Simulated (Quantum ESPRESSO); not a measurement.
## TePt under changes of volume

One of the cells (22.276 Å³/atom); the others are scaled copies at fixed shape and fractional positions:

```
CELL_PARAMETERS angstrom
4.26288 0.00000 0.00000
-2.13144 3.69176 0.00000
0.00000 0.00000 5.66177
ATOMIC_POSITIONS crystal
Pt 0.00000 0.00000 0.00000
Pt 0.00000 0.00000 0.50000
Te 0.33333 0.66667 0.25000
Te 0.66667 0.33333 0.75000
```

Measurements of this composition are mostly on another form, of space group No. 166.

| Quantity | Value |
| --- | --- |
| Program | Quantum ESPRESSO 7.5 |
| Functional | PBEsol |
| Potentials or basis | GBRV 1.5 PBEsol |
| Cutoff | 612 eV |
| Density cutoff | 4898 eV |
| k mesh | 7 × 7 × 5 |
| Occupations | fermi-dirac, width 0.05 eV |
| Spin | no spin polarisation |

```tsv
volume (Å³/atom)	energy over the lowest point (meV/atom)	pressure (GPa)
20.939	7.91	4.3
21.385	0.00	1.1
21.830	0.49	-1.7
22.276	?	?
22.721	22.77	-6.4
23.167	42.88	-8.3
23.612	67.99	-10.0
```

What does the run at 22.276 Å³/atom give?

Energy over the lowest point 8.39 meV/atom; pressure -4.2 GPa.

Worked out: A Birch-Murnaghan fit of order 3 (a polynomial in V^(-2/3)) to the other rows has its minimum at 21.58 Å³/atom with B0 = V·E''(V) = 138 GPa and B' = 5.2 at fixed shape and positions, which overstates the stiffness. It gives 8.39 meV/atom at 22.276 Å³/atom, against the run's 8.39, and -dE/dV = -4.1 GPa, against -4.2.

Energies are extrapolated to zero smearing.
